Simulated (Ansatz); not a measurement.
Take BaSnO3 in the cubic perovskite structure (space group Pm-3m, No. 221; a = 4.131 Å) as the base.

Level of theory: r2SCAN (Ansatz, a quantum-chemistry and plane-wave program; PAW; 500 eV plane waves; scalar-relativistic without spin-orbit coupling).

Carriers are added at fixed cell with a uniform background; the Fermi–Dirac width is that of 300 K.

One change was made to it. Results:

```csv
quantity,base,after
Fermi level relative to the doped band's edge (positive inside the band; to 0.05 eV),–,+0.05 eV
gap between the host's bands,1.56 eV,1.63 eV
gap character,"indirect, R → Γ","indirect, R → Γ"
```

Name the change that was made.
(A) holes 1.0×10^22 cm⁻³
(B) holes 2.0×10^21 cm⁻³
(C) holes 7.0×10^21 cm⁻³
(D) electrons 2.0×10^22 cm⁻³

B, holes 2.0×10^21 cm⁻³. For comparison, the gap between the host's bands in the other runs: electrons 2.0×10^22 cm⁻³ gives 1.82 eV; holes 7.0×10^21 cm⁻³ gives 1.81 eV; holes 1.0×10^22 cm⁻³ gives 1.91 eV.

Carriers are added with a uniform compensating background; total energy and stress of such cells depend on the potential's zero and are not compared; many-body gap narrowing is missing at this level. Stability against distortions was not tested.
